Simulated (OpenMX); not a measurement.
The system is ZnO (zincite).

```
Zn O
1.0
     3.24931    0.00000    0.00000
    -1.62465    2.81398    0.00000
     0.00000    0.00000    5.20571
Zn O
2 2
Direct
  0.66667 0.33333 0.00000
  0.33333 0.66667 0.50000
  0.33333 0.66667 0.87901
  0.66667 0.33333 0.37901
```

Base run:

* Program: OpenMX 3.8.5
* Functional: PBE
* Potentials or basis: OpenMX 2013 PBE set, Zn6.0H-s3p2d2f1, O6.0-s3p2d2, grid cutoff 500 Ry
* k mesh: 9 × 9 × 5
* Occupations: fermi-dirac, width 0.05 eV
* Spin: no spin polarisation

Its results: band gap on the k mesh 0.99 eV, direct; pressure 6.8 GPa; largest force 0.051 eV/Å.

Task: The run is repeated on the same cell with these changes: functional from PBE to LDA; potentials or basis from OpenMX 2013 PBE set, Zn6.0H-s3p2d2f1, O6.0-s3p2d2, grid cutoff 500 Ry to OpenMX 2013 LDA set, Zn6.0H-s3p2d2, O6.0-s2p2d1, grid cutoff 500 Ry. What comes out?

Result: Band gap on the k mesh 1.20 eV, direct; pressure -5.8 GPa; largest force 0.034 eV/Å.

Caveats: the basis of atomic orbitals isn't converged, which shifts pressures, moduli and gaps.

Not every run made on this cell is shown here.
